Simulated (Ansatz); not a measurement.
## A series in volume scale on KCl

All results are calculated (Ansatz 0.2.0). Periodic Kohn-Sham DFT of a crystal at fixed atoms, scaled to volume_scale times the given cell; pressure positive in compression, energy less spherical unpolarised free atoms, largest_vzz the field gradient of largest size among the nuclei.

The cell before it is scaled or strained (space group F-43m, No. 216):
```
KCl
1.0
      0.0000     3.5304     3.5304
      3.5304     0.0000     3.5304
      3.5304     3.5304     0.0000
K Cl
1 1
Direct
  0.00000 0.00000 0.00000
  0.25000 0.25000 0.25000
```

Settings of every row: method frozen-core PAW; functional PBE; relativity scalar; k mesh 11x11x11; filling fermi-dirac; smearing width 0.03 eV; wave cutoff 420 eV; paw set soft_2.

Atom start moment: 0 on all atoms.

Limits: the cell comes from a prototype or a list of computed structures and needn't be the stable phase.

```
row  volume scale  V (Å³/atom)  pressure (GPa)
  1        0.9405       41.384           0.846
  2          0.98       43.122               ?
  3             1       44.001           0.046
  4          1.02       44.882          -0.168
  5          1.06       46.642           -0.53
```

Question: what pressure should row 2 give?

Worked fit of pressure. Take u = (V_r/V)^(2/3) − 1 with V_r = 44.441 Å³ an atom, which is twice the finite (Eulerian) strain; such expansions in the strain, on which the Birch-Murnaghan equation of state is built, carry the rest volume and the bulk modulus. The shown rows have u = 0.04866, 0.00666, -0.00656, -0.03171. Least squares give pressure = −0.064 + 16.272 × u + 49.91 × u² GPa; a straight line predicts inner rows, each left out in turn, worse (root mean square 0.051 against 0.0012 GPa). The rows lie off it by 0.000, -0.001, 0.001, 0.000. The pressure vanishes at u = 0.0039, or V = 44.18 Å³ an atom, and there the bulk modulus at fixed shape and fractions is B = −V dP/dV = (2/3)(1 + u) dP/du = 11.1 GPa. The withheld row has u = 0.02029, so the fit gives −0.064 + 16.272 × (0.02029) + 49.91 × (0.02029)² = 0.287 GPa.

The calculation gave 0.286 GPa. The fit lies 0.001 GPa (0.073 % of the column's range) above it, one unit of the last digit.
